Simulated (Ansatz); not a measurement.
# Li16BrO7: the cost of one run

Program: Ansatz 0.2.0. Level of theory: DFT, PBE, plane-wave PAW, default files, scalar-relativistic, as far as a step names no other. These are calculated values, not measurements.

1 further run of the same task is left out (it didn't finish).

## (1) The structure to begin with

It takes space group Imm2 (No. 44, orthorhombic). Conventional cell: a = 6.520 Å, b = 9.220 Å, c = 6.520 Å, α = 90.00°, β = 90.00°, γ = 90.00°. Around Li (site symmetry m) lie 1 Br at 1.90 Å and 3 O at 2.00 Å. Li (site symmetry m) is surrounded by 3 O at 2.00 Å and 1 Br at 2.10 Å. Li (site symmetry 1) is surrounded by 3 O at 2.00 Å and 1 Br at 2.00 Å. Li (site symmetry 1) has 4 O at 2.00 Å as nearest neighbours. Li (site symmetry m) has 4 O at 2.00 Å as nearest neighbours. Br (site symmetry mm2) is surrounded by 8 Li at 1.90 to 2.10 Å. O (site symmetry mm2) is surrounded by 8 Li at 2.00 Å. Only part of the 11 independent sites is listed.

As a file:

```cif
data_structure
_symmetry_space_group_name_H-M 'Imm2'
_symmetry_Int_Tables_number 44
_cell_length_a 6.5195
_cell_length_b 9.2200
_cell_length_c 6.5195
_cell_angle_alpha 90.000
_cell_angle_beta 90.000
_cell_angle_gamma 90.000
_cell_volume 391.89
loop_
_atom_site_label
_atom_site_type_symbol
_atom_site_symmetry_multiplicity
_atom_site_Wyckoff_symbol
_atom_site_fract_x
_atom_site_fract_y
_atom_site_fract_z
_atom_site_occupancy
Li1 Li 4 d 0.50000 0.37500 0.75000 1
Li2 Li 4 d 0.50000 0.37500 0.25000 1
Li3 Li 8 e 0.75000 0.12500 0.00000 1
Li4 Li 8 e 0.75000 0.12500 0.50000 1
Li5 Li 4 d 0.00000 0.37500 0.75000 1
Li6 Li 4 d 0.00000 0.37500 0.25000 1
Br1 Br 2 a 0.00000 0.00000 0.01841 1
O1 O 2 a 0.00000 0.00000 0.50000 1
O2 O 8 e 0.75000 0.25000 0.75000 1
O3 O 2 b 0.50000 0.00000 0.00000 1
O4 O 2 b 0.50000 0.00000 0.50000 1
```

Atom 17 of the input is the impurity.

## (2) Relaxing the atoms in the given cell

Input file input.yaml:

```yaml
crystal:
  lattice:
    - [0.0, 4.61, 4.61]
    - [4.61, 0.0, 4.61]
    - [4.61, 4.61, 0.0]
  atoms:
    - { symbol: Li, position: [0.125, 0.125, 0.125] }
    - { symbol: Li, position: [0.125, 0.125, 0.625] }
    - { symbol: Li, position: [0.125, 0.625, 0.125] }
    - { symbol: Li, position: [0.125, 0.625, 0.625] }
    - { symbol: Li, position: [0.625, 0.125, 0.125] }
    - { symbol: Li, position: [0.625, 0.125, 0.625] }
    - { symbol: Li, position: [0.625, 0.625, 0.125] }
    - { symbol: Li, position: [0.625, 0.625, 0.625] }
    - { symbol: Li, position: [0.375, 0.375, 0.375] }
    - { symbol: Li, position: [0.375, 0.375, 0.875] }
    - { symbol: Li, position: [0.375, 0.875, 0.375] }
    - { symbol: Li, position: [0.375, 0.875, 0.875] }
    - { symbol: Li, position: [0.875, 0.375, 0.375] }
    - { symbol: Li, position: [0.875, 0.375, 0.875] }
    - { symbol: Li, position: [0.875, 0.875, 0.375] }
    - { symbol: Li, position: [0.875, 0.875, 0.875] }
    - { symbol: Br, position: [0.0, 0.0, 0.0184062503], spin: 1.0 }
    - { symbol: O, position: [0.0, 0.0, 0.5] }
    - { symbol: O, position: [0.0, 0.5, 0.0] }
    - { symbol: O, position: [0.0, 0.5, 0.5] }
    - { symbol: O, position: [0.5, 0.0, 0.0] }
    - { symbol: O, position: [0.5, 0.0, 0.5] }
    - { symbol: O, position: [0.5, 0.5, 0.0] }
    - { symbol: O, position: [0.5, 0.5, 0.5] }
magnetization:
  spin_polarized: true
kpoints:
  mp_grid: { grid: [4, 4, 4] }
scf:
  occupations: { method: fermi_dirac, width: 0.01 }
hamiltonian:
  xc: pbe
  pseudopotentials: { kind: paw }
output:
  forces: true
  stress: true
  populations: true
  efg:
    quadrupole_moments_barn: { Li: -0.0401, Br: 0.2579, O: -0.02558 }
    contact_densities: true
relax:
  f_tol: 0.03
  max_steps: 40
```

Command:

```
$ ansatz run input.yaml --threads 1 --pin off --max-ram 3072MiB --backend cpu --events-out ev --progress --plain --runs-dir out
```

**Question.** How long does this run take on 1 thread of Arm Neoverse V2, shared host, and how much memory does it need?

About 4.9 min, with a peak of 0.8 GiB.
